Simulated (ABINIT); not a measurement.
# Quasiparticle gap of AgBr (Fm-3m) in ABINIT, part 2 of 2

How does a plane-wave GW calculation on AgBr (Fm-3m) run from the first input to the gap?

ABINIT 10.8.3; LDA and many-body steps on it, plane waves. Known limits of the many-body steps: not at the basis limit; d shell near the gap, gap tends to lie low; no spin-orbit coupling; coarse k mesh.

So far. Step 2 (Ground state): The gap is indirect, with the least direct gap 1.93 eV higher. Step 3 (Bands along the symmetry lines): The gap is 0.374 eV, as in the run before at this level.

The database entry behind the starting cell differs from later determinations by our own check (about 0.6 % short of the room-temperature cell), so it need not match the best structure at ambient conditions.

### Step 4. Empty states on the mesh, 4×4×4 mesh, 76 bands

Level of this step: DFT, LDA, plane waves, norm-conserving pseudopotentials (ABINIT).

The sums over transitions need many empty states on a uniform mesh; this step solves for them.

run.abi

```
acell 3*1.0 Angstrom
rprim 
  -0.000000000000 2.870150000000 2.870150000000
  2.870150000000 0.000000000000 2.870150000000
  2.870150000000 2.870150000000 0.000000000000
ntypat 2
znucl 47 35
natom 2
typat 1 2
xred 
  0.000000000000 0.000000000000 0.000000000000
  0.500000000000 0.500000000000 0.500000000000
pp_dirpath "pseudos"
pseudos "Ag.upf, Br.upf"
ecut 39
ngkpt 4 4 4
nshiftk 1
shiftk 0 0 0
kptopt 1
chksymbreak 0
iscf -2
irdden 1
istwfk *1
nband 76
nbdbuf 6
tolwfr 1e-09
nstep 60
prtvol 0
indata_prefix "in"
outdata_prefix "out"
tmpdata_prefix "tmp"
```

Command:

```
$ OMP_NUM_THREADS=1 mpirun -n 8 abinit run.abi > log
```

Numbers of over 12 decimals in the logs are rounded to 6 here.

What it wrote:

```text
.Version 10.8.3 of ABINIT. v10.8.2 released Aug 2026.

 Symmetries : space group Fm -3 m (#225); Bravais cF (face-center cubic)
[... echo of the input left out ...]
== DATASET  1 ==================================================================
-   mpi_nproc: 8, omp_nthreads: 1 (-1 if OMP is not activated)

--- !DatasetInfo
iteration_state: {dtset: 1, }
dimensions: {natom: 2, nkpt: 8, mband: 76, nsppol: 1, nspinor: 1, nspden: 1, mpw: 3727, }
cutoff_energies: {ecut:  39.0, pawecutdg:  -1.0, }
electrons: {nelect:   2.60000000E+01, charge:   0.00000000E+00, occopt:   1.00000000E+00, tsmear:   1.00000000E-02, }

 Real(R)+Recip(G) space primitive vectors, cartesian coordinates (Bohr,Bohr^-1):
 R(1)=  0.0000000  5.4237974  5.4237974  G(1)= -0.0921863  0.0921863  0.0921863
 R(2)=  5.4237974  0.0000000  5.4237974  G(2)=  0.0921863 -0.0921863  0.0921863
 R(3)=  5.4237974  5.4237974  0.0000000  G(3)=  0.0921863  0.0921863 -0.0921863
 Unit cell volume ucvol=  3.1910998E+02 bohr^3
 Angles (23,13,12)=  6.00000000E+01  6.00000000E+01  6.00000000E+01 degrees

 getcut: wavevector=  0.0000  0.0000  0.0000  ngfft=  45  45  45
         ecut(hartree)=     39.000   => boxcut(ratio)=   2.04050

--- Pseudopotential description ------------------------------------------------
- Ag Generated using ONCVPSP code by D. R. Hamann
- 47.00000  19.00000  180309                  znucl, zion, pspdat
12 -1012 2 -1 1484                            pspcod,pspxc,lmax,lloc,mmax
     nproj     2     2     2
  pspatm : epsatm=   27.75151743
         --- l  ekb(1:nproj) -->
             0    9.563916   -0.377404
             1    3.385278   -0.142579
             2   -1.707172   -0.417657
 pspatm: atomic psp has been read  and splines computed

- Br Generated using ONCVPSP code by D. R. Hamann
- 35.00000   7.00000  180309                  znucl, zion, pspdat
12 -1012 2 -1 1084                            pspcod,pspxc,lmax,lloc,mmax
     nproj     2     2     2
  pspatm : epsatm=   10.24179696
         --- l  ekb(1:nproj) -->
[...]
pspatm: atomic psp has been read  and splines computed

--------------------------------------------------------------------------------

================================================================================
 prteigrs : about to open file out_EIG
 Non-SCF case, kpt    1 (  0.00000  0.00000  0.00000), residuals and eigenvalues=
  8.82E-10  3.72E-10  3.15E-10  5.96E-10  7.42E-11  2.54E-10  1.95E-10  1.47E-10
  8.93E-11  2.08E-10  7.23E-11  1.32E-10  1.68E-10  2.05E-10  6.94E-11  2.32E-10
  7.40E-10  2.09E-10  6.30E-11  1.13E-10  6.99E-10  5.47E-11  1.42E-10  5.13E-10
[...]
1.18E-07  8.26E-07  4.26E-06  2.40E-05
 -3.1357E+00 -1.7977E+00 -1.7977E+00 -1.7977E+00 -3.8450E-01  6.7019E-02
  6.7019E-02  6.7048E-02  6.7048E-02  6.7048E-02  1.0100E-01  1.0100E-01
  1.0100E-01  1.8573E-01  5.3415E-01  5.3415E-01  5.3415E-01  5.7336E-01
[...]
1.9557E+00  1.9637E+00  1.9637E+00  1.9637E+00  2.0931E+00  2.0931E+00
  2.0931E+00  2.3503E+00  2.4425E+00  2.4425E+00  2.4425E+00  2.5788E+00
  2.5788E+00  2.6529E+00  2.6529E+00  2.6529E+00
 prteigrs : prtvol=0 or 1, do not print more k-points.

--- !ResultsGS
iteration_state: {dtset: 1, }
comment   : Summary of ground state results
lattice_vectors:
- [ -0.0000000,   5.4237974,   5.4237974, ]
- [  5.4237974,   0.0000000,   5.4237974, ]
- [  5.4237974,   5.4237974,   0.0000000, ]
lattice_lengths: [   7.67041,    7.67041,    7.67041, ]
lattice_angles: [ 60.000,  60.000,  60.000, ] # degrees, (23, 13, 12)
lattice_volume:   3.1910998E+02
convergence: {deltae:  0.000E+00, res2:  0.000E+00, residm:  9.994E-10, diffor:  0.000E+00, }
etotal    :  -1.70784725E+02
entropy   :   0.00000000E+00
fermie    :   1.71975809E-01
cartesian_stress_tensor: null
pressure_GPa: null
xred      :
- [  0.0000E+00,   0.0000E+00,   0.0000E+00, Ag]
- [  5.0000E-01,   5.0000E-01,   5.0000E-01, Br]
cartesian_forces: null
force_length_stats: {min: null, max: null, mean: null, }

 Integrated electronic density in atomic spheres:
 ------------------------------------------------
 Atom  Sphere_radius  Integrated_density
[...]
================================================================================

 ----iterations are completed or convergence reached----

 Mean square residual over all n,k,spin=   38.190E-11; max=  99.945E-11
 reduced coordinates (array xred) for    2 atoms
       0.000000000000      0.000000000000      0.000000000000
       0.500000000000      0.500000000000      0.500000000000

 cartesian coordinates (angstrom) at end:
    1      0.000000     0.000000     0.000000
    2      2.870150     2.870150     2.870150
 length scales=  1.889726125908  1.889726125908  1.889726125908 bohr
              =  1.000000000000  1.000000000000  1.000000000000 angstroms
 prteigrs : about to open file out_EIG
 Eigenvalues (hartree) for nkpt=   8  k points:
 kpt#   1, nband= 76, wtk=  0.01563, kpt=  0.0000  0.0000  0.0000 (reduced coord)
[...]
1.86239    1.86239    1.89445    1.89445    1.95575    1.96369    1.96369    1.96369
   2.09307    2.09307    2.09307    2.35026    2.44255    2.44255    2.44255    2.57876
   2.57876    2.65292    2.65292    2.65295
 prteigrs : prtvol=0 or 1, do not print more k-points.

== END DATASET(S) ==============================================================
================================================================================

 -outvars: echo values of variables after computation  --------
            nband          76
             nkpt           8
          spgroup         225
 [... the other variables as echoed above ...]

 Calculation completed.
```

It took 12 s on 8 MPI ranks of Arm Neoverse V1, shared host; peak memory 0.54 GiB; 90 s of CPU time.

This step gave:

```yaml
gap: 0.3742 eV
k_of_the_valence_top: 0.5, 0, 0
k_of_the_conduction_bottom: 0, 0, 0
least_direct_gap: 2.306 eV
k_points_computed: 8
lowest_point_of_the_top_converged_band_above_the_valence_top: 58.2658 eV
```

On this mesh the gap is 0.374 eV.

### Step 5. Screening, 4×4×4 mesh, 70 bands, screening to 130.6 eV

The RPA dielectric matrix is built and inverted for each q.

This step: RPA screening on LDA, plane waves, norm-conserving pseudopotentials.

run.abi: that of step 4 with these lines changed.

```diff
@@ -20,10 +20,11 @@
 chksymbreak 0
-iscf -2
-irdden 1
 istwfk *1
-nband 76
-nbdbuf 6
-tolwfr 1e-09
-nstep 60
-prtvol 0
+occopt 1
+irdwfk 1
+optdriver 3
+nband 70
+ecuteps 4.8
+inclvkb 2
+awtr 1
+symchi 1
 indata_prefix "in"
```

What it wrote:

```text
.Version 10.8.3 of ABINIT. v10.8.2 released Aug 2026.

 Symmetries : space group Fm -3 m (#225); Bravais cF (face-center cubic)
[... echo of the input left out ...]
== DATASET  1 ==================================================================
-   mpi_nproc: 8, omp_nthreads: 1 (-1 if OMP is not activated)

--- !DatasetInfo
iteration_state: {dtset: 1, }
dimensions: {natom: 2, nkpt: 8, mband: 70, nsppol: 1, nspinor: 1, nspden: 1, mpw: 3727, }
cutoff_energies: {ecut:  39.0, pawecutdg:  -1.0, }
electrons: {nelect:   2.60000000E+01, charge:   0.00000000E+00, occopt:   1.00000000E+00, tsmear:   1.00000000E-02, }

 SCREENING: Calculation of the susceptibility and dielectric matrices

 Based on a program developped by R.W. Godby, V. Olevano, G. Onida, and L. Reining.
 Incorporated in ABINIT by V. Olevano, G.-M. Rignanese, and M. Torrent.
.Using double precision arithmetic ; gwpc =  8

[... cell and pseudopotentials left out ...]
--------------------------------------------------------------------------------

 ==== K-mesh for the wavefunctions ====
 Number of points in the irreducible wedge :     8
[... list of points left out ...]
 Together with 48 symmetry operations and time-reversal symmetry
 yields    64 points in the full Brillouin Zone.

 ==== Q-mesh for the screening function ====
 Number of points in the irreducible wedge :     8
[... list of points left out ...]
 Together with 48 symmetry operations and time-reversal symmetry
 yields    64 points in the full Brillouin Zone.

 setmesh: FFT mesh size selected  =    30x   30x   30
          total number of points  =        27000

 vcoul_init : cutoff-mode = AUXILIARY_FUNCTION
 q-points for optical limit:   1
     1)      0.000010    0.000020    0.000030

- screening: taking advantage of time-reversal symmetry
- Maximum band index for partially occupied states nbvw = 13
- Remaining bands to be divided among processors   nbcw = 57
- Number of bands treated by each node ~7

 Number of electrons calculated from density =   26.0000; Expected =   26.0000
 average of density, n =  0.081477
 r_s =    1.4310
 omega_plasma =   27.5342 [eV]

 calculating chi0 at frequencies [eV] :
  1    0.000000E+00    0.000000E+00
  2    0.000000E+00    2.753418E+01

--------------------------------------------------------------------------------
  q-point number  1        q = ( 0.000000, 0.000000, 0.000000) [r.l.u.]
--------------------------------------------------------------------------------
[... chi0 elements left out ...]
 For q-point:  0.000010 0.000020 0.000030
  dielectric constant =   7.7498
  dielectric constant without local fields =   8.2988

  Average fulfillment of the sum rule on Im[epsilon] for q-point    1 :     53.60  [%]
[... wings left out ...]
  q-point number  2        q = ( 0.250000, 0.000000, 0.000000) [r.l.u.]
--------------------------------------------------------------------------------
[... chi0 elements left out ...]
  Average fulfillment of the sum rule on Im[epsilon] for q-point    2 :     69.54  [%]

 [... 6 further q-points ...]
```

Run time: 13 s. Hardware: 8 MPI ranks; peak memory 1.3 GiB; 1.8 min of CPU time.

Numbers from this step:

```
ε∞ with local fields, on this mesh, along the program's q direction : 7.750
the same without local fields                                       : 8.299
plasma frequency                                                    : 27.53 eV
plane waves in the screening matrix                                 : 169
```

Local fields lower ε∞ by 7 %. On a Γ-centred mesh this coarse the value itself is usually too large, while a short band sum pulls it down.

### Step 6. Self-energy, 4×4×4 mesh, 70 bands, screening to 130.6 eV

The self-energy is evaluated for the states that the input lists, and the levels follow from it, in one-shot runs by the linearised quasiparticle equation.

This step: G0W0 on LDA, plane waves, norm-conserving pseudopotentials.

run.abi: that of step 5 with these lines changed.

```diff
@@ -23,8 +23,17 @@
 irdwfk 1
-optdriver 3
+optdriver 4
 nband 70
+gwcalctyp 0
+ecutsigx 39
+symsigma 1
+nkptgw 2
+kptgw 
+  0.5000000000 0.0000000000 0.0000000000
+  0.0000000000 0.0000000000 0.0000000000
+bdgw 
+  12 15
+  11 17
 ecuteps 4.8
-inclvkb 2
-awtr 1
-symchi 1
+irdscr 1
+ppmodel 1
 indata_prefix "in"
```

What it wrote:

```text
.Version 10.8.3 of ABINIT. v10.8.2 released Aug 2026.

 Symmetries : space group Fm -3 m (#225); Bravais cF (face-center cubic)
[... echo of the input left out ...]
== DATASET  1 ==================================================================
-   mpi_nproc: 8, omp_nthreads: 1 (-1 if OMP is not activated)

--- !DatasetInfo
iteration_state: {dtset: 1, }
dimensions: {natom: 2, nkpt: 8, mband: 70, nsppol: 1, nspinor: 1, nspden: 1, mpw: 3727, }
cutoff_energies: {ecut:  39.0, pawecutdg:  -1.0, }
electrons: {nelect:   2.60000000E+01, charge:   0.00000000E+00, occopt:   1.00000000E+00, tsmear:   1.00000000E-02, }

 SIGMA: Calculation of the GW corrections

 Based on a program developped by R.W. Godby, V. Olevano, G. Onida, and L. Reining.
 Incorporated in ABINIT by V. Olevano, G.-M. Rignanese, and M. Torrent.
.Using double precision arithmetic ; gwpc =  8

[... cell and pseudopotentials left out ...]
--------------------------------------------------------------------------------

 ==== K-mesh for the wavefunctions ====
 Number of points in the irreducible wedge :     8
[... list of points left out ...]
 Together with 48 symmetry operations and time-reversal symmetry
 yields    64 points in the full Brillouin Zone.

 ==== Q-mesh for screening function ====
 Number of points in the irreducible wedge :     8
[... list of points left out ...]
 Together with 48 symmetry operations and time-reversal symmetry
 yields    64 points in the full Brillouin Zone.

 vcoul_init : cutoff-mode = AUXILIARY_FUNCTION
 q-points for optical limit:   1
     1)      0.000010    0.000020    0.000030
 setmesh: FFT mesh size selected  =    45x   45x   45
          total number of points  =        91125

 Number of electrons calculated from density =   26.0000; Expected =   26.0000
 average of density, n =  0.081477
 r_s =    1.4310
 omega_plasma =   27.5342 [eV]

 === KS Band Gaps ===
  >>>> For spin  1
   Minimum direct gap =   2.3059 [eV], located at k-point      :   0.0000  0.0000  0.0000
   Fundamental gap    =   0.3744 [eV], Top of valence bands at :   0.5000  0.0000  0.0000
                                       Bottom of conduction at :   0.0000  0.0000  0.0000
 SIGMA fundamental parameters:
 PLASMON POLE MODEL  1
 number of plane-waves for SigmaX                 3719
 number of plane-waves for SigmaC and W            169
 number of plane-waves for wavefunctions          3719
 number of bands                                    70
 number of independent spin polarizations            1
 number of spinorial components                      1
 number of k-points in IBZ                           8
 number of q-points in IBZ                           8
 number of symmetry operations                      48
 number of k-points in BZ                           64
 number of q-points in BZ                           64
 number of frequencies for dSigma/dE                 9
 frequency step for dSigma/dE [eV]                0.25
 number of omega for Sigma on real axis              0
 max omega for Sigma on real axis  [eV]           0.00
 zcut for avoiding poles [eV]                     0.10

 EPSILON^-1 parameters (SCR file):
 dimension of the eps^-1 matrix on file            169
 dimension of the eps^-1 matrix used               169
 number of plane-waves for wavefunctions          3719
 number of bands                                    70
 number of q-points in IBZ                           8
 number of frequencies                               2
 number of real frequencies                          1
 number of imag frequencies                          1

 matrix elements of self-energy operator (all in [eV])

 Perturbative Calculation

--- !SelfEnergy_ee
iteration_state: {dtset: 1, }
kpoint     : [   0.500,    0.000,    0.000, ]
spin       : 1
KS_gap     :    3.498
QP_gap     :    4.599
Delta_QP_KS:    1.101
data: !SigmaeeData |
     Band     E0 <VxcDFT>   SigX SigC(E0)      Z dSigC/dE  Sig(E)    E-E0       E
       12   4.680 -19.533 -23.873   3.680   0.796  -0.257 -20.058  -0.525   4.155
       13   4.680 -19.533 -23.873   3.680   0.796  -0.257 -20.058  -0.525   4.155
       14   8.177  -9.321  -4.844  -3.782   0.830  -0.205  -8.745   0.576   8.753
       15  11.049 -13.643  -7.409  -4.800   0.797  -0.255 -12.501   1.142  12.191

--- !SelfEnergy_ee
iteration_state: {dtset: 1, }
kpoint     : [   0.000,    0.000,    0.000, ]
spin       : 1
KS_gap     :    2.306
QP_gap     :    3.686
Delta_QP_KS:    1.381
data: !SigmaeeData |
     Band     E0 <VxcDFT>   SigX SigC(E0)      Z dSigC/dE  Sig(E)    E-E0       E
       11   2.748 -13.138 -16.629   2.696   0.794  -0.259 -13.770  -0.632   2.116
       12   2.748 -13.138 -16.629   2.696   0.794  -0.259 -13.770  -0.632   2.116
       13   2.748 -13.138 -16.629   2.696   0.794  -0.259 -13.770  -0.632   2.116
       14   5.054 -11.110  -6.661  -3.540   0.824  -0.214 -10.361   0.748   5.803
       15  14.535 -11.722  -6.604  -4.203   0.813  -0.229 -10.978   0.744  15.279
       16  14.535 -11.722  -6.604  -4.203   0.813  -0.229 -10.978   0.744  15.279
       17  14.535 -11.722  -6.604  -4.203   0.813  -0.229 -10.978   0.744  15.279

== END DATASET(S) ==============================================================
================================================================================

 -outvars: echo values of variables after computation  --------
           etotal      0.0000000000E+00
            nband          70
             nkpt           8
          spgroup         225
 [... the other variables as echoed above ...]

 Calculation completed.
```

The job ended after 4.8 s (8 MPI ranks; peak memory 1.3 GiB; 37 s of CPU time).

This step gave:

* G0W0 gap on the points computed: 1.648 eV
* starting gap on the mesh: 0.3742 eV
* k of the valence top: 0.5, 0, 0
* k of the conduction bottom: 0, 0, 0
* Z at the valence top: 0.796
* Z at the conduction bottom: 0.824
* least direct G0W0 gap on the computed points: 3.687 eV

The gap on the mesh goes from 0.37 eV to 1.65 eV, a correction of +1.27 eV.

Limits: finite bands, cutoff and mesh; d shell near the gap, gap tends to lie low; no spin-orbit coupling; coarse k mesh. v1 is the top filled band, c1 the lowest empty one. Levels before and after the correction, in eV, zero at the valence-band top of each column:

|  | conduction bottom | valence top |
| --- | --- | --- |
| Kohn-Sham | 0.37 | 0.00 |
| G0W0 | 1.65 | 0.00 |

|  | level | energy (eV) |
| --- | --- | --- |
| Kohn-Sham | (0.5 0 0) v2-v1 | 0.000 |
| Kohn-Sham | (0.5 0 0) c1 | 3.497 |
| Kohn-Sham | (0.5 0 0) c2 | 6.370 |
| Kohn-Sham | Γ v3-v1 | -1.931 |
| Kohn-Sham | Γ c1 | 0.374 |
| Kohn-Sham | Γ c2-c4 | 9.855 |
| G0W0 | (0.5 0 0) v2-v1 | 0.000 |
| G0W0 | (0.5 0 0) c1 | 4.598 |
| G0W0 | (0.5 0 0) c2 | 8.036 |
| G0W0 | Γ v3-v1 | -2.039 |
| G0W0 | Γ c1 | 1.648 |
| G0W0 | Γ c2-c4 | 11.124 |

### Step 7. Where the time went

Times are wall times on 8 MPI ranks of Arm Neoverse V1, shared host, good to a factor of about two.

| step | time | share | memory (GiB) |
| --- | --- | --- | --- |
| ground state | 8.7 s | 17 % | 0.59 |
| bands along the symmetry lines | 12 s | 24 % | 0.54 |
| empty states on the mesh | 12 s | 23 % | 0.54 |
| screening | 13 s | 27 % | 1.3 |
| self-energy | 4.8 s | 9 % | 1.3 |

### Step 8. What came out

```json
{
 "LDA gap": "0.37 eV, indirect",
 "G0W0 gap on the mesh": "1.65 eV",
 "GW settings": "4×4×4 mesh, 70 bands, screening to 130.6 eV, Godby-Needs plasmon pole",
 "known limits": "not at the basis limit; d shell near the gap, gap tends to lie low; no spin-orbit coupling; coarse k mesh"
}
```

In words: G0W0 moves the gap on the mesh from 0.37 eV to 1.65 eV (+1.27 eV), with Z of 0.80 and 0.82 at the edges. Local fields lower the RPA ε∞ on this mesh from 8.30 to 7.75; a Γ-centred mesh this coarse tends to raise both, most where the direct gap is narrow, while a short band sum lowers them. Only 2 of the mesh's irreducible points were corrected, so a valley elsewhere could overtake. Bands and cutoff are finite, so the gap is not at the basis limit. The miss can reach some tenths of an eV and take either sign; the mesh is an error of its own. In the G0W0 run levels were corrected at 2 k points alone, so a gap called «on the mesh» is the least over those, and an edge elsewhere would be missed. The 4×4×4 mesh is coarse for this cell, which bears on the long-range parts of exchange and screening. A d shell, filled or nearly so, lies near the gap. One-shot GW converges very slowly in bands there, not always from below, and on a semilocal start the gap tends to come out low; starts rich in exact exchange can overshoot instead. The many-body steps are scalar-relativistic: spin-orbit coupling is not in them.

[Paths, hosts, dates, memory and timing lines, banners, echoed tables and standing remarks are left out of the program output.]

[Logs are printed without paths, hosts, clocks, repeated set-up lines and the standing remarks that a program may print on its own settings, such as how far it seeks lower states.]

[Runs of the session that timed out or met a known fault of the program may be left out.]

[Hosts, paths, dates, database ids (printed as entryN), source tags and the programs' standing remarks are cut or masked in the printed files.]

[G0W0 gaps are taken among the corrected bands and points alone; a level outside them can change the order at an edge.]

[Where Ansatz stands beside ABINIT at settings called matched, ABINIT's density can come from a denser mesh and the files from another edition; pairs whose starting gaps differed by over 0.03 eV were left out, so agreement reads better than it is.]
